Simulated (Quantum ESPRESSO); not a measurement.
# CdS (Greenockite) (P6_3mc) in Quantum ESPRESSO: notebook, part 2 of 2

Quantum ESPRESSO 7.5.

## Step 3: Phonons, PBE

pw.in reads:

```
&CONTROL
  calculation = 'scf'
  prefix = 'pwscf'
  outdir = './tmp'
  pseudo_dir = './pseudo'
  tprnfor = .true.
  tstress = .true.
  disk_io = 'low'
/
&SYSTEM
  ibrav = 0
  celldm(1) = 8
  nat = 4
  ntyp = 2
  ecutwfc = 45
  ecutrho = 360
  nbnd = 26
  occupations = 'smearing'
  smearing = 'fd'
  degauss = 0.00367493
/
&ELECTRONS
  conv_thr = 8d-10
  electron_maxstep = 120
  mixing_beta = 0.5
/
ATOMIC_SPECIES
Cd   112.4140 cd_pbe_v1.uspp.F.UPF
S     32.0600 s_pbe_v1.4.uspp.F.UPF
CELL_PARAMETERS alat
  0.9802954271496   0.0000000000000   0.0000000000000
 -0.4901477135748   0.8489607431240   0.0000000000000
  0.0000000000000   0.0000000000000   1.5913856127005
ATOMIC_POSITIONS crystal
Cd     0.6666666667    0.3333333333    0.5000000000
Cd     0.3333333333    0.6666666667    0.0000000000
S      0.6666666667    0.3333333333    0.8750000000
S      0.3333333333    0.6666666667    0.3750000000
K_POINTS automatic
4 4 2 0 0 1
```

relax.in reads:

```
&CONTROL
  calculation = 'vc-relax'
  prefix = 'pwscf'
  outdir = './tmp'
  pseudo_dir = './pseudo'
  tprnfor = .true.
  tstress = .true.
  disk_io = 'low'
  nstep = 40
  forc_conv_thr = 0.0001
  etot_conv_thr = 1d-06
/
&SYSTEM
  ibrav = 0
  celldm(1) = 8
  nat = 4
  ntyp = 2
  ecutwfc = 45
  ecutrho = 360
  nbnd = 26
  occupations = 'smearing'
  smearing = 'fd'
  degauss = 0.00367493
/
&ELECTRONS
  conv_thr = 8d-10
  electron_maxstep = 120
  mixing_beta = 0.5
/
&IONS
  ion_dynamics = 'bfgs'
/
&CELL
  cell_dynamics = 'bfgs'
  press = 0
  press_conv_thr = 0.2
/
ATOMIC_SPECIES
Cd   112.4140 cd_pbe_v1.uspp.F.UPF
S     32.0600 s_pbe_v1.4.uspp.F.UPF
CELL_PARAMETERS alat
  0.9802954271489  -0.0000000000000   0.0000000000000
 -0.4901477135744   0.8489607431246   0.0000000000000
  0.0000000000000   0.0000000000000   1.5913856127005
ATOMIC_POSITIONS crystal
Cd     0.6666666666    0.3333333332    0.5000000000
Cd     0.3333333332    0.6666666666    0.0000000000
S      0.6666666666    0.3333333332    0.8750000000
S      0.3333333332    0.6666666666    0.3750000000
K_POINTS automatic
4 4 2 0 0 1
```

gamma.in reads:

```
&CONTROL
  calculation = 'bands'
  prefix = 'pwscf'
  outdir = './tmp'
  pseudo_dir = './pseudo'
  disk_io = 'low'
  verbosity = 'high'
/
&SYSTEM
  ibrav = 0
  celldm(1) = 8
  nat = 4
  ntyp = 2
  ecutwfc = 45
  ecutrho = 360
  nbnd = 26
  occupations = 'smearing'
  smearing = 'fd'
  degauss = 0.00367493
/
&ELECTRONS
  conv_thr = 1d-08
  electron_maxstep = 120
  mixing_beta = 0.5
  diago_full_acc = .true.
  startingwfc = 'random'
/
ATOMIC_SPECIES
Cd   112.4140 cd_pbe_v1.uspp.F.UPF
S     32.0600 s_pbe_v1.4.uspp.F.UPF
CELL_PARAMETERS alat
  0.9944480149377  -0.0000000000068   0.0000000000000
 -0.4972240074629   0.8612172436824   0.0000000000000
  0.0000000000000   0.0000000000000   1.6142421012988
ATOMIC_POSITIONS crystal
Cd     0.6666666665    0.3333333331    0.4991642395
Cd     0.3333333331    0.6666666665   -0.0008357605
S      0.6666666665    0.3333333331    0.8758357605
S      0.3333333331    0.6666666665    0.3758357605
K_POINTS crystal
1
0.0 0.0 0.0 1
```

scf2.in reads:

```
&CONTROL
  calculation = 'scf'
  prefix = 'pwscf'
  outdir = './tmp'
  pseudo_dir = './pseudo'
  tprnfor = .true.
  tstress = .true.
  disk_io = 'low'
/
&SYSTEM
  ibrav = 0
  celldm(1) = 8
  nat = 4
  ntyp = 2
  ecutwfc = 45
  ecutrho = 360
  nbnd = 26
  occupations = 'fixed'
/
&ELECTRONS
  conv_thr = 1d-13
  electron_maxstep = 120
  mixing_beta = 0.5
  startingpot = 'file'
/
ATOMIC_SPECIES
Cd   112.4140 cd_pbe_v1.uspp.F.UPF
S     32.0600 s_pbe_v1.4.uspp.F.UPF
CELL_PARAMETERS alat
  0.9944480149377  -0.0000000000068   0.0000000000000
 -0.4972240074629   0.8612172436824   0.0000000000000
  0.0000000000000   0.0000000000000   1.6142421012988
ATOMIC_POSITIONS crystal
Cd     0.6666666665    0.3333333331    0.4991642395
Cd     0.3333333331    0.6666666665   -0.0008357605
S      0.6666666665    0.3333333331    0.8758357605
S      0.3333333331    0.6666666665    0.3758357605
K_POINTS automatic
4 4 2 0 0 1
```

ph.in reads:

```
phonons of CdS
&INPUTPH
  prefix = 'pwscf'
  outdir = './tmp'
  tr2_ph = 1d-18
  fildyn = 'dyn'
  niter_ph = 90
  alpha_mix(1) = 0.7
  epsil = True
/
0.0000000000 0.0000000000 0.0000000000
```

dynmat.in reads:

```
&INPUT
  fildyn = 'dyn'
  asr = 'crystal'
  lperm = .true.
  filout = 'dynmat.disp'
  fileig = 'dynmat.eig'
/
```

dynmat_lo.in reads:

```
&INPUT
  fildyn = 'dyn'
  asr = 'crystal'
  filout = 'dynmat_lo.disp'
  fileig = 'dynmat_lo.eig'
  q(1) = 0
  q(2) = 0
  q(3) = 1
/
```

Potentials or basis: GBRV 1.5 PBE.

On the command line:

```
$ OMP_NUM_THREADS=1 mpirun -n 4 pw.x -nk 2 -in pw.in > pw.out
$ OMP_NUM_THREADS=1 mpirun -n 4 pw.x -nk 2 -in relax.in > relax.out
$ OMP_NUM_THREADS=1 mpirun -n 4 pw.x -in gamma.in > gamma.out
$ OMP_NUM_THREADS=1 mpirun -n 4 pw.x -nk 2 -in scf2.in > scf2.out
$ OMP_NUM_THREADS=1 mpirun -n 4 ph.x -nk 2 -in ph.in > ph.out
$ OMP_NUM_THREADS=1 mpirun -n 1 dynmat.x -in dynmat.in > dynmat.out
$ OMP_NUM_THREADS=1 mpirun -n 1 dynmat.x -in dynmat_lo.in > dynmat_lo.out
```

pw.out:

```text
This program is part of the open-source Quantum ESPRESSO suite
     for quantum simulation of materials; please cite
         "P. Giannozzi et al., J. Phys.:Condens. Matter 21 395502 (2009);
         "P. Giannozzi et al., J. Phys.:Condens. Matter 29 465901 (2017);
         "P. Giannozzi et al., J. Chem. Phys. 152 154105 (2020);
     in publications or presentations arising from this work. More details at

     Message from routine setup:
     using ibrav=0 with symmetry is DISCOURAGED, use correct ibrav instead

     K-points division:     npool     =       2
     Subspace diagonalization in iterative solution of the eigenvalue problem:
     a serial algorithm will be used

     --------------------
     sticks:   dense  smooth     PW     G-vecs:    dense   smooth      PW
     Min         759     378    105                39105    13779    2121
     Max         760     379    106                39110    13780    2126
     Sum        1519     757    211                78215    27559    4247

[... 212 lines left out ...]
     3.9824   4.4406   9.6306  10.2250  10.9634  11.4906  12.1521  12.5188
    13.6416  14.5552

     the Fermi energy is     6.4265 ev

!    total energy              =    -277.82985708 Ry
     estimated scf accuracy    <          7.1E-11 Ry
     smearing contrib. (-TS)   =      -0.00000000 Ry
     internal energy E=F+TS    =    -277.82985708 Ry

     The total energy is F=E-TS. E is the sum of the following terms:
     one-electron contribution =     -78.28077213 Ry
     hartree contribution      =      65.96022280 Ry
     xc contribution           =     -95.74592215 Ry
     ewald contribution        =    -169.76338561 Ry

     convergence has been achieved in  10 iterations

     negative rho (up, down):  4.598E-02 0.000E+00

     Forces acting on atoms (cartesian axes, Ry/au):

     atom    1 type  1   force =     0.00000000    0.00000000   -0.00224151
     atom    2 type  1   force =     0.00000000    0.00000000   -0.00224151
     atom    3 type  2   force =     0.00000000    0.00000000    0.00224151
     atom    4 type  2   force =     0.00000000    0.00000000    0.00224151

     Total force =     0.004483     Total SCF correction =     0.000004

     Computing stress (Cartesian axis) and pressure

     negative rho (up, down):  4.598E-02 0.000E+00
          total   stress  (Ry/bohr**3)                   (kbar)     P=       24.85
   0.00015860  -0.00000000   0.00000000           23.33       -0.00        0.00
  -0.00000000   0.00015860   0.00000000           -0.00       23.33        0.00
   0.00000000   0.00000000   0.00018953            0.00        0.00       27.88

=------------------------------------------------------------------------------=
   JOB DONE.
=------------------------------------------------------------------------------=
```

relax.out:

```text
This program is part of the open-source Quantum ESPRESSO suite
     for quantum simulation of materials; please cite
         "P. Giannozzi et al., J. Phys.:Condens. Matter 21 395502 (2009);
         "P. Giannozzi et al., J. Phys.:Condens. Matter 29 465901 (2017);
         "P. Giannozzi et al., J. Chem. Phys. 152 154105 (2020);
[... 451 lines left out ...]
   0.00000000  -0.00000225   0.00000000            0.00       -0.33        0.00
   0.00000000   0.00000000  -0.00000113            0.00        0.00       -0.17

=------------------------------------------------------------------------------=
   JOB DONE.
=------------------------------------------------------------------------------=
```

Wall time 4.6 min (4 MPI ranks of Arm Neoverse V1, shared host); peak memory 0.52 GiB.

Results:

| Property | Result |
| --- | --- |
| Free energy | -3780.1013 eV |
| Relaxed volume | 26.22 Å³/atom |
| Relaxed cell | a = 4.210 Å, b = 4.210 Å, c = 6.834 Å, α = 90.00°, β = 90.00°, γ = 120.00° |
| Space group after relaxing (to 0.05 Å) | P6_3mc (No. 186) |
| Pressure after relaxing | 0.0 GPa |
| Electronic dielectric tensor (diagonal) | 6.96, 6.96, 5.59 |
| Born charges (mean of the diagonal) | Cd +2.24; S -2.40 e |
| Highest phonon frequency at Γ, LO-TO splitting left out | 281 cm⁻¹ |
| Static dielectric tensor (diagonal) | 11.43, 11.43, 9.67 |

Step by step:
| step | energy change (eV) | largest force (eV/Å) | pressure (GPa) | volume (Å³) |
| --- | --- | --- | --- | --- |
| 1 | 0.0000 | 0.0576 | 2.48 | 100.48 |
| 2 | -0.0170 | 0.0376 | 1.70 | 101.76 |
| 3 | -0.0288 | 0.0202 | 0.88 | 103.21 |
| 4 | -0.0334 | 0.0040 | 0.04 | 104.80 |
| 5 | -0.0334 | 0.0035 | 0.00 | 104.88 |
| 6 | -0.0334 | 0.0034 | -0.01 | 104.90 |
| 7 | -0.0334 | 0.0034 | -0.02 | 104.91 |
| 8 | -0.0334 | 0.0034 | -0.02 | 104.92 |
| 9 | -0.0334 | 0.0029 | -0.02 | 104.91 |
| 10 | -0.0335 | 0.0020 | -0.01 | 104.89 |

Final structure:
```yaml
crystal:
  lattice:
    - [4.20991, 0.00000, 0.00000]
    - [-2.10496, 3.64589, 0.00000]
    - [0.00000, 0.00000, 6.83376]
  atoms:
    - { symbol: Cd, position: [0.66667, 0.33333, 0.49916] }
    - { symbol: Cd, position: [0.33333, 0.66667, 0.99916] }
    - { symbol: S, position: [0.66667, 0.33333, 0.87584] }
    - { symbol: S, position: [0.33333, 0.66667, 0.37584] }
```

Levels at points of the mesh, in eV from the valence-band top:
```
           k point  band 15  band 16  band 17  band 18  band 19  band 20  band 21  band 22
(0.00, 0.00, 0.25)    -0.49    -0.49     0.00     0.00     2.05     2.86     6.37     6.61
```

Phonon frequencies in cm⁻¹ (negative: imaginary):
```
              q point                                frequencies
(0.000, 0.000, 0.000)  -1 -1 3 43 43 129 213 218 218 230 230 281
```

Electronic dielectric tensor:
```
6.96 0.00 0.00
0.00 6.96 0.00
0.00 0.00 5.59
```

Born effective charge tensors (e):
atom 1, Cd
```
2.25 0.00 0.00
0.00 2.25 0.00
0.00 0.00 2.23
```
atom 2, Cd
```
2.25 0.00 0.00
0.00 2.25 0.00
0.00 0.00 2.23
```
atom 3, S
```
-2.50  0.00  0.00
 0.00 -2.50  0.00
 0.00  0.00 -2.21
```
atom 4, S
```
-2.50  0.00  0.00
 0.00 -2.50  0.00
 0.00  0.00 -2.21
```

Optical modes at Γ, degenerate ones joined, polar ones without the macroscopic field:
| cm⁻¹ | components | symmetry | active in | IR intensity, summed ((D/Å)²/amu) |
| --- | --- | --- | --- | --- |
| 43 | 2 | E2 | Raman | 0.00 |
| 129 | 1 | B1 | silent | 0.00 |
| 213 | 1 | A1 | IR and Raman | 9.11 |
| 218 | 2 | E1 | IR and Raman | 20.82 |
| 230 | 2 | E2 | Raman | 0.00 |
| 281 | 1 | B1 | silent | 0.00 |

Zone-centre frequencies without and with the macroscopic field along z (cm⁻¹):
```tsv
	optical modes in rising order
without	43 43 129 213 218 218 230 230 281
with the field	43 43 129 218 218 230 230 280 281
```

Static dielectric tensor, electrons and zone-centre modes:
```
11.43  0.00  0.00
 0.00 11.43  0.00
 0.00  0.00  9.67
```

Caveat: the k mesh is coarse (spacing up to 0.47 Å⁻¹), so the values aren't converged; the mesh is thin for the dielectric tensor, Born charges and intensities, which usually come out too large; the Born charges break their sum rule by 0.32 e, a sign of too thin a mesh.

## Step 4: Phonons, PW91

Changes to pw.in since step 3:

```diff
@@ -17,2 +17,3 @@
   nbnd = 26
+  input_dft = 'pw91'
   occupations = 'smearing'
```

Changes to relax.in since step 3:

```diff
@@ -20,2 +20,3 @@
   nbnd = 26
+  input_dft = 'pw91'
   occupations = 'smearing'
```

gamma.in reads:

```
&CONTROL
  calculation = 'bands'
  prefix = 'pwscf'
  outdir = './tmp'
  pseudo_dir = './pseudo'
  disk_io = 'low'
  verbosity = 'high'
/
&SYSTEM
  ibrav = 0
  celldm(1) = 8
  nat = 4
  ntyp = 2
  ecutwfc = 45
  ecutrho = 360
  nbnd = 26
  input_dft = 'pw91'
  occupations = 'smearing'
  smearing = 'fd'
  degauss = 0.00367493
/
&ELECTRONS
  conv_thr = 1d-08
  electron_maxstep = 120
  mixing_beta = 0.5
  diago_full_acc = .true.
  startingwfc = 'random'
/
ATOMIC_SPECIES
Cd   112.4140 cd_pbe_v1.uspp.F.UPF
S     32.0600 s_pbe_v1.4.uspp.F.UPF
CELL_PARAMETERS alat
  0.9932645561257   0.0000000000000   0.0000000000000
 -0.4966322780629   0.8601923382835   0.0000000000000
  0.0000000000000   0.0000000000000   1.6126501654687
ATOMIC_POSITIONS crystal
Cd     0.6666666665    0.3333333331    0.4992092906
Cd     0.3333333331    0.6666666665   -0.0007907094
S      0.6666666665    0.3333333331    0.8757907094
S      0.3333333331    0.6666666665    0.3757907094
K_POINTS crystal
1
0.0 0.0 0.0 1
```

scf2.in reads:

```
&CONTROL
  calculation = 'scf'
  prefix = 'pwscf'
  outdir = './tmp'
  pseudo_dir = './pseudo'
  tprnfor = .true.
  tstress = .true.
  disk_io = 'low'
/
&SYSTEM
  ibrav = 0
  celldm(1) = 8
  nat = 4
  ntyp = 2
  ecutwfc = 45
  ecutrho = 360
  nbnd = 26
  input_dft = 'pw91'
  occupations = 'fixed'
/
&ELECTRONS
  conv_thr = 1d-13
  electron_maxstep = 120
  mixing_beta = 0.5
  startingpot = 'file'
/
ATOMIC_SPECIES
Cd   112.4140 cd_pbe_v1.uspp.F.UPF
S     32.0600 s_pbe_v1.4.uspp.F.UPF
CELL_PARAMETERS alat
  0.9932645561257   0.0000000000000   0.0000000000000
 -0.4966322780629   0.8601923382835   0.0000000000000
  0.0000000000000   0.0000000000000   1.6126501654687
ATOMIC_POSITIONS crystal
Cd     0.6666666665    0.3333333331    0.4992092906
Cd     0.3333333331    0.6666666665   -0.0007907094
S      0.6666666665    0.3333333331    0.8757907094
S      0.3333333331    0.6666666665    0.3757907094
K_POINTS automatic
4 4 2 0 0 1
```

ph.in is that of step 3.

dynmat.in is that of step 3.

dynmat_lo.in is that of step 3.

Potentials or basis: GBRV 1.5 PBE.

On the command line:

```
$ OMP_NUM_THREADS=1 mpirun -n 4 pw.x -nk 2 -in pw.in > pw.out
$ OMP_NUM_THREADS=1 mpirun -n 4 pw.x -nk 2 -in relax.in > relax.out
$ OMP_NUM_THREADS=1 mpirun -n 4 pw.x -in gamma.in > gamma.out
$ OMP_NUM_THREADS=1 mpirun -n 4 pw.x -nk 2 -in scf2.in > scf2.out
$ OMP_NUM_THREADS=1 mpirun -n 4 ph.x -nk 2 -in ph.in > ph.out
$ OMP_NUM_THREADS=1 mpirun -n 1 dynmat.x -in dynmat.in > dynmat.out
$ OMP_NUM_THREADS=1 mpirun -n 1 dynmat.x -in dynmat_lo.in > dynmat_lo.out
```

pw.out:

```text
This program is part of the open-source Quantum ESPRESSO suite
     for quantum simulation of materials; please cite
         "P. Giannozzi et al., J. Phys.:Condens. Matter 21 395502 (2009);
         "P. Giannozzi et al., J. Phys.:Condens. Matter 29 465901 (2017);
         "P. Giannozzi et al., J. Chem. Phys. 152 154105 (2020);
     in publications or presentations arising from this work. More details at

     IMPORTANT: XC functional enforced from input :
     Exchange-correlation= PW91
                           (   1   4   2   2   0   0   0)
     Any further DFT definition will be discarded
     Please, verify this is what you really want

     Message from routine setup:
     using ibrav=0 with symmetry is DISCOURAGED, use correct ibrav instead

     K-points division:     npool     =       2
     Subspace diagonalization in iterative solution of the eigenvalue problem:
     a serial algorithm will be used

     --------------------
     sticks:   dense  smooth     PW     G-vecs:    dense   smooth      PW
     Min         759     378    105                39105    13779    2121
[... 216 lines left out ...]
    13.5727  14.4851

     the Fermi energy is     6.4025 ev

!    total energy              =    -278.22960441 Ry
     estimated scf accuracy    <          5.9E-11 Ry
     smearing contrib. (-TS)   =      -0.00000000 Ry
     internal energy E=F+TS    =    -278.22960441 Ry

     The total energy is F=E-TS. E is the sum of the following terms:
     one-electron contribution =     -78.29128692 Ry
     hartree contribution      =      65.97006318 Ry
     xc contribution           =     -96.14499507 Ry
     ewald contribution        =    -169.76338561 Ry

     convergence has been achieved in  10 iterations

     negative rho (up, down):  4.595E-02 0.000E+00

     Forces acting on atoms (cartesian axes, Ry/au):

     atom    1 type  1   force =     0.00000000    0.00000000   -0.00222323
     atom    2 type  1   force =     0.00000000    0.00000000   -0.00222323
     atom    3 type  2   force =     0.00000000    0.00000000    0.00222323
     atom    4 type  2   force =    -0.00000000   -0.00000000    0.00222323

     Total force =     0.004446     Total SCF correction =     0.000001

     Computing stress (Cartesian axis) and pressure

     negative rho (up, down):  4.595E-02 0.000E+00
          total   stress  (Ry/bohr**3)                   (kbar)     P=       22.95
   0.00014566  -0.00000000  -0.00000000           21.43       -0.00       -0.00
   0.00000000   0.00014566  -0.00000000            0.00       21.43       -0.00
   0.00000000   0.00000000   0.00017675            0.00        0.00       26.00

=------------------------------------------------------------------------------=
   JOB DONE.
=------------------------------------------------------------------------------=
```

Run time: 4.6 min. Hardware: 4 MPI ranks of Arm Neoverse V1, shared host; peak memory 0.52 GiB.

Results:

```
Free energy                                             : -3785.5354 eV
Relaxed volume                                          : 26.13 Å³/atom
Relaxed cell                                            : a = 4.205 Å, b = 4.205 Å, c = 6.827 Å, α = 90.00°, β = 90.00°, γ = 120.00°
Space group after relaxing (to 0.05 Å)                  : P6_3mc (No. 186)
Pressure after relaxing                                 : 0.0 GPa
Electronic dielectric tensor (diagonal)                 : 7.04, 7.04, 5.62
Born charges (mean of the diagonal)                     : Cd +2.24; S -2.40 e
Highest phonon frequency at Γ, LO-TO splitting left out : 284 cm⁻¹
Static dielectric tensor (diagonal)                     : 11.45, 11.45, 9.59
```

Forces in eV/Å, atoms in the order of the input:
```
Cd   0.000  0.000 -0.002
Cd   0.000  0.000 -0.002
S    0.000  0.000  0.002
S    0.000  0.000  0.002
```

The path:
```csv
step,energy change (eV),largest force (eV/Å),pressure (GPa),volume (Å³)
1,0.0000,0.0572,2.30,100.48
2,-0.0146,0.0373,1.58,101.66
3,-0.0247,0.0195,0.81,103.00
4,-0.0286,0.0035,0.04,104.46
5,-0.0286,0.0030,0.00,104.53
6,-0.0286,0.0030,-0.01,104.54
7,-0.0286,0.0032,-0.01,104.55
8,-0.0286,0.0033,-0.02,104.56
9,-0.0286,0.0031,-0.01,104.55
10,-0.0286,0.0022,-0.01,104.54
```

Final structure:
```yaml
crystal:
  lattice:
    - [4.20490, 0.00000, 0.00000]
    - [-2.10245, 3.64155, 0.00000]
    - [0.00000, 0.00000, 6.82702]
  atoms:
    - { symbol: Cd, position: [0.66667, 0.33333, 0.49921] }
    - { symbol: Cd, position: [0.33333, 0.66667, 0.99921] }
    - { symbol: S, position: [0.66667, 0.33333, 0.87579] }
    - { symbol: S, position: [0.33333, 0.66667, 0.37579] }
```

Levels at points of the mesh, in eV from the valence-band top:
| k point | band 16 | band 17 | band 18 | band 19 | band 20 | band 21 |
| --- | --- | --- | --- | --- | --- | --- |
| (0.00, 0.00, 0.25) | -0.50 | 0.00 | 0.00 | 2.03 | 2.83 | 6.36 |

Phonon frequencies in cm⁻¹ (negative: imaginary):
```tsv
q point	frequencies
(0.000, 0.000, 0.000)	9 9 18 43 43 129 218 220 220 233 233 284
```

Electronic dielectric tensor:
```
7.04 0.00 0.00
0.00 7.04 0.00
0.00 0.00 5.62
```

Born effective charge tensors (e):
atom 1, Cd
```
2.25 0.00 0.00
0.00 2.25 0.00
0.00 0.00 2.23
```
atom 2, Cd
```
2.25 0.00 0.00
0.00 2.25 0.00
0.00 0.00 2.23
```
atom 3, S
```
-2.50  0.00  0.00
 0.00 -2.50  0.00
 0.00  0.00 -2.21
```
atom 4, S
```
-2.50  0.00  0.00
 0.00 -2.50  0.00
 0.00  0.00 -2.21
```

Optical modes at Γ, degenerate ones joined, polar ones without the macroscopic field:
| cm⁻¹ | components | symmetry | active in | IR intensity, summed ((D/Å)²/amu) |
| --- | --- | --- | --- | --- |
| 43 | 2 | E2 | Raman | 0.00 |
| 129 | 1 | B1 | silent | 0.00 |
| 216 | 1 | A1 | IR and Raman | 9.09 |
| 220 | 2 | E1 | IR and Raman | 20.87 |
| 233 | 2 | E2 | Raman | 0.00 |
| 284 | 1 | B1 | silent | 0.00 |

Zone-centre frequencies without and with the macroscopic field along z (cm⁻¹):
```csv
,optical modes in rising order
without,43 43 129 216 220 220 233 233 284
with the field,43 43 129 220 220 233 233 282 284
```

Static dielectric tensor, electrons and zone-centre modes:
```
11.45  0.00  0.00
 0.00 11.45  0.00
 0.00  0.00  9.59
```

Caveat: the k mesh is coarse (spacing up to 0.47 Å⁻¹), so the values aren't converged; the mesh is thin for the dielectric tensor, Born charges and intensities, which usually come out too large; the potentials were made for another functional, which shifts forces and pressure; the Born charges break their sum rule by 0.32 e, a sign of too thin a mesh.

## Step 5: Overview

| level | potentials or basis | form of the LDA correlation | pressure (GPa) |
| --- | --- | --- | --- |
| LDA | GBRV 1.5 LDA | PZ81 | 0.1 |
| PBE | GBRV 1.5 PBE | - | 0.0 |
| PW91 | GBRV 1.5 PBE | - | 0.0 |

Alike in all rows: task phonons; no spin polarisation; cell relaxed; k mesh 4 × 4 × 2, shifted; cutoff (eV) 612; smearing fermi-dirac 0.05 eV; the mesh is coarse, so values aren't converged.

Caveats: all runs use coarse meshes; the potentials were made for another functional, which shifts forces and pressure (some runs).

Absolute energies hang on the potentials; compare differences alone.
